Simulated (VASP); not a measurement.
HfO2 under changes of volume

One of the cells (11.130 Å³/atom); the others are scaled copies at fixed shape and fractional positions:

```
Hf O
1.0
     3.58158    0.00000    0.00000
     0.00000    3.58158    0.00000
     0.00000    0.00000    5.20611
Hf O
2 4
Direct
  0.00000 0.00000 0.00000
  0.50000 0.50000 0.50000
  0.00000 0.50000 0.19721
  0.50000 0.00000 0.30279
  0.50000 0.00000 0.80279
  0.00000 0.50000 0.69721
```

Measurements of this composition are mostly on another form, of space group No. 14.

```yaml
Program: VASP 6.6.1
Functional: PBEsol
Potentials_or_basis: VASP PAW PBE potentials, release 64 (Hf_pv, O)
Cutoff: 520 eV
k_mesh: 8 × 8 × 5
Occupations: fermi-dirac, width 0.05 eV
Spin: no spin polarisation
```

```csv
volume (Å³/atom),energy over the lowest point (meV/atom),pressure (GPa),gap on the mesh (eV),largest force (eV/Å)
10.257,28.53,16.8,4.84,0.451
10.476,9.92,10.1,4.78,0.312
10.694,0.00,4.1,4.71,0.183
11.130,?,?,?,?
11.349,14.06,-10.7,4.49,0.153
11.567,31.01,-14.6,4.41,0.249
```

Task: What does the run at 11.130 Å³/atom give?

Result: Energy over the lowest point 2.81 meV/atom; pressure -6.3 GPa; gap on the mesh 4.56 eV; largest force 0.049 eV/Å.

Worked out: A Birch-Murnaghan fit of order 3 (a polynomial in V^(-2/3)) to the other rows has its minimum at 10.87 Å³/atom with B0 = V·E''(V) = 262 GPa and B' = 4.1 at fixed shape and positions, which overstates the stiffness. It gives 2.77 meV/atom at 11.130 Å³/atom, against the run's 2.81, and -dE/dV = -6.0 GPa, against -6.3. A parabola through the other rows of the gap, of slope -3.85 eV per unit of ln V there, gives 4.57 eV, against the run's 4.56.

Energies are extrapolated to zero smearing.

Caveats: the PAW data sets were made with another functional, which shifts forces and pressure a little; spin-orbit coupling is left out, which moves the levels of the heavy elements; an odd mesh through Γ misses points on the zone boundary, where band edges often lie.
